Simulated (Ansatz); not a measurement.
Start from CsPbI3 in the cubic perovskite structure (space group Pm-3m, No. 221; a = 6.390 Å). Axes: x, y, z lie along the cube axes.

Computed with PBE (Ansatz, a quantum-chemistry and plane-wave program; PAW; 420 eV plane waves; no spin-orbit coupling).

Now apply this change: uniaxial strain ε_zz = −2.73 %, all other strain components held at zero, atoms relaxed at fixed cell.

Q: Predict the stress tensor and what it implies for the stiffness.

A: Stress of the strained cell less that of the base (GPa, compression positive):
```
   0.14    0.00    0.00
   0.00    0.14    0.00
   0.00    0.00    1.11
```

Then −Δσ_ii/ε with ε = -0.0273 gives secant stiffness values (nonlinear terms included at this strain): C33 ≈ 41 GPa.

As a check, the harmonic strain energy −½ V₀ Δσ:ε is 4.9 meV/atom; the computed energy rise is 4.7 meV/atom.

Whether these cells are dynamically stable was not tested. Many cubic perovskites are stable only at high temperature; tilts and polar distortions were not tested. This is not the structure that CsPbI3 has at room temperature and ambient pressure.
